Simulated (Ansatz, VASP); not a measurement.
One calculation of CaO (Lime), two programs

The input INCAR:

```
PREC = Accurate
ENCUT = 520
EDIFF = 1E-6
ISMEAR = 0
SIGMA = 0.01
LREAL = F
LASPH = T
NELM = 60
ALGO = Normal
ISIF = 2
LWAVE = F
LCHARG = F
GGA = PE
NBANDS = 15
```

KPOINTS

```
regular mesh
0
Gamma
  8 8 8
```

The input POSCAR:

```
CaO
1.0
    0.0000000000      2.3657553221      2.3657553221
    2.3657553221      0.0000000000      2.3657553221
    2.3657553221      2.3657553221      0.0000000000
Ca O
1 1
Direct
    0.0000000000      0.0000000000      0.0000000000
    0.5000000000      0.5000000000      0.5000000000
```

Input for Ansatz:

```yaml
crystal:
  lattice:
    - [0.0, 2.3657553221, 2.3657553221]
    - [2.3657553221, 0.0, 2.3657553221]
    - [2.3657553221, 2.3657553221, 0.0]
  atoms:
    - { symbol: Ca, position: [0.0, 0.0, 0.0] }
    - { symbol: O, position: [0.5, 0.5, 0.5] }
kpoints:
  mp_grid: { grid: [8, 8, 8] }
hamiltonian:
  xc: pbe
scf:
  occupations: { method: fixed }
  n_extra_bands: 4
output:
  forces: true
  stress: true
  eigenvalues: true
```

Alike in both runs: task single point; functional PBE; k mesh 8 × 8 × 8; no spin polarisation.

|  | VASP | Ansatz |
| --- | --- | --- |
| version | VASP 6.6.1 | Ansatz 0.2.0 |
| potentials or method | VASP PAW PBE potentials, release 64 (Ca_sv, O) | plane waves, PAW |
| plane-wave cutoff (eV) | 520 | 420 |
| occupations | gaussian, width 0.01 eV | fixed |
| valence electrons in the cell | 16 | 16 |

|  | VASP | Ansatz | Ansatz less VASP |
| --- | --- | --- | --- |
| gap on the k mesh at the Fermi level (eV) | 3.62 | 3.64 | +0.022 |
| pressure (GPa) | 8.2 | 7.5 | -0.71 |

A k mesh can miss the band edges. As with any semilocal functional, this PBE gap is likely too small.
